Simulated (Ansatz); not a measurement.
This log comes from Ansatz, run on Se (P3_121) from a database of computed structures. The cell was relaxed beforehand with r2SCAN+rVV10.

The cell given to it:
```
CELL_PARAMETERS angstrom
4.29266 0.00000 0.00000
-2.14633 3.71755 0.00000
0.00000 0.00000 5.04085
ATOMIC_POSITIONS crystal
Se 0.22847 0.00000 0.33333
Se 0.00000 0.22847 0.66667
Se 0.77153 0.77153 0.00000
```

The log, with set-up remarks and timings taken out:
```
Pseudopotential: Se, paw, valence charge 16, recommended cutoff 420 eV (normal)
Functional definition: PBE
Crystal: 3 atoms, lattice volume = 80.443 Å³
Basis set: ecut = 420 eV, 1547 PW (Γ)
Bands: 29, of which v1, the nominal top of the filled ones, is band 24 counted from 1 (23 counted from 0)
Symmetry: 6 space group operations
Space group: P3121 (ITA 152)
k-points: 100 of 864 (time reversal used)
preconditioner: auto → Resta (q_TF=auto, 2.503 Å⁻¹)  ε∞=3.8  [insulator: Δε(μ)=0.822 eV  ℏωp=17.6 eV]
SCF 1 converged in 6 iterations: F = -16407.207124 eV  dr2 = 6.02e-8
SCF converged after 6 iterations
Free energy (F): -16407.207124 eV
Fermi energy:    7.089269 eV
--- Per-component energies (eV) ---
  E_band       = -1216.795612
  E_kinetic    = 351.756115
  E_local      = -7636.314695
  E_nonlocal   = -1783.203121
  E_hartree    = 3745.255744
  E_xc         = -310.983914
  E_vxc        = -292.217531
  E_paw        = -5735.933864
  E_vpaw       = 652.661238
  E_ewald      = -5037.781614
--- G₀W₀: contour deformation, 7 samples at zero and on the imaginary axis and 2 off it, 864 q-points, 130 empty bands' worth ---
    ik  band        ε_KS         Σx   Σc(E_QP)       V_xc       Z   E_QP_lin       E_QP  E_QP is
     0    23      5.1291   -17.1218     2.7947   -13.9712  0.6814     4.7661     4.7734  root
     0    24      6.6933   -17.5345     2.1939   -15.0095  0.7224     6.3592     6.3622  root
     0    25      8.8571   -10.9238    -3.7921   -15.1265  0.7263     9.2729     9.2676  root
     0    26      8.8571   -10.9238    -3.7921   -15.1265  0.7263     9.2729     9.2676  root
     2    23      5.6992   -17.3723     2.5506   -14.4680  0.7049     5.3406     5.3456  root
     2    24      6.0706   -17.1475     2.3220   -14.4870  0.7109     5.7279     5.7321  root
     2    25      8.3459    -9.9536    -3.4666   -13.7208  0.7493     8.6484     8.6465  root
     2    26      8.3846   -10.8662    -3.4629   -14.6775  0.7336     8.7360     8.7329  root
     3    23      5.6172   -16.8744     2.4696   -14.0645  0.6967     5.2715     5.2769  root
     3    24      5.8864   -17.4788     2.4800   -14.6520  0.7101     5.5354     5.5397  root
     3    25      8.2679   -10.9003    -3.3802   -14.6177  0.7354     8.6078     8.6052  root
     3    26      8.3091    -9.7995    -3.4375   -13.5183  0.7508     8.5919     8.5903  root
     4    23      5.3068   -17.2850     2.5966   -14.3424  0.6932     4.9547     4.9608  root
     4    24      6.6442   -17.5118     2.1839   -14.9976  0.7220     6.3109     6.3139  root
     4    25      8.7961   -10.7659    -3.7253   -14.8858  0.7306     9.1953     9.1907  root
     4    26      8.8537   -10.8517    -3.7619   -15.0150  0.7279     9.2600     9.2551  root
     6    23      5.6795   -17.3074     2.4716   -14.4925  0.7053     5.3314     5.3362  root
     6    24      5.9993   -16.9234     2.2633   -14.3294  0.7100     5.6644     5.6686  root
     6    25      8.4211   -10.4692    -3.4717   -14.2677  0.7389     8.7505     8.7479  root
     6    26      8.4631   -10.4885    -3.4014   -14.1978  0.7423     8.7731     8.7710  root
     7    23      5.6002   -16.8148     2.3882   -14.1016  0.6972     5.2702     5.2753  root
     7    24      5.8812   -17.3782     2.4418   -14.5933  0.7091     5.5339     5.5382  root
     7    25      8.3425   -10.8412    -3.3421   -14.4995  0.7380     8.6611     8.6587  root
     7    26      8.4087    -9.9639    -3.4990   -13.7653  0.7458     8.7132     8.7111  root
    11    23      5.7464   -17.4816     2.2687   -14.8927  0.7099     5.4226     5.4263  root
    11    24      6.4057   -17.1951     2.0681   -14.8066  0.7210     6.0822     6.0853  root
    11    25      8.6118   -10.8681    -3.4982   -14.7192  0.7344     8.9680     8.9648  root
    11    26      8.7428   -10.2899    -3.6088   -14.2446  0.7394     9.0917     9.0887  root
    12    23      5.6579   -17.0019     2.3169   -14.3625  0.7032     5.3309     5.3355  root
    12    24      6.0921   -16.9452     2.0207   -14.6230  0.7161     5.7875     5.7907  root
    12    25      8.5170   -11.0834    -3.2875   -14.6767  0.7360     8.8251     8.8229  root
    12    26      8.6616   -10.1689    -3.5662   -14.0580  0.7407     8.9871     8.9845  root
    17    23      5.7680   -17.3317     2.1521   -14.8767  0.7118     5.4618     5.4651  root
    17    24      6.4425   -17.2723     1.9202   -15.0480  0.7242     6.1358     6.1384  root
    17    25      8.6267   -10.8528    -3.3922   -14.5738  0.7378     8.9583     8.9556  root
    17    26      8.9230   -10.3530    -3.6638   -14.3688  0.7356     9.2785     9.2750  root
  […]
```

The points are ik 0 = (0, 0, 0) (Γ), ik 2 = (0, 0, 1/3), ik 3 = (0, 0, -1/2), ik 4 = (0, 0.083, 0), ik 6 = (0, 0.083, 1/3), ik 7 = (0, 0.083, -1/2), ik 11 = (0, 1/6, 1/6), ik 12 = (0, 1/6, 1/3), ik 17 = (0, 1/4, 1/6), ik 23 = (0, 1/3, 1/6), ik 24 = (0, 1/3, 1/3), ik 28 = (0, 0.417, 0); band 24 is the last filled one.

Question: What input produced it? Give the YAML.

Answer:
```yaml
crystal:
  # lattice and atoms as above
kpoints:
  mp_grid: { grid: [12, 12, 6] }
hamiltonian:
  xc: pbe
scf:
  occupations: { method: fixed }
gw:
  n_empty_bands: 130
  ecut_chi: 80
  qp_bands: [v2, c2]
  qp_kpoints: band_edges
  screening: { model: contour_deformation }
```
The quasiparticle table needs the gw block. This is the file that was run; thresholds and some counts can't be read off the log exactly.

Wall time 6.1 min on 1 × NVIDIA H100 80GB HBM3 with 4 threads of AMD EPYC 7R13 Processor (Zen 3), on a shared host, load about 1.8 per core; peak host memory 2.3 GiB.

Calculated for a static, non-magnetic cell.

The runs are scalar-relativistic, without spin-orbit coupling.

For so narrow a gap this mesh doesn't settle the screening, and the bands and cutoff are finite.
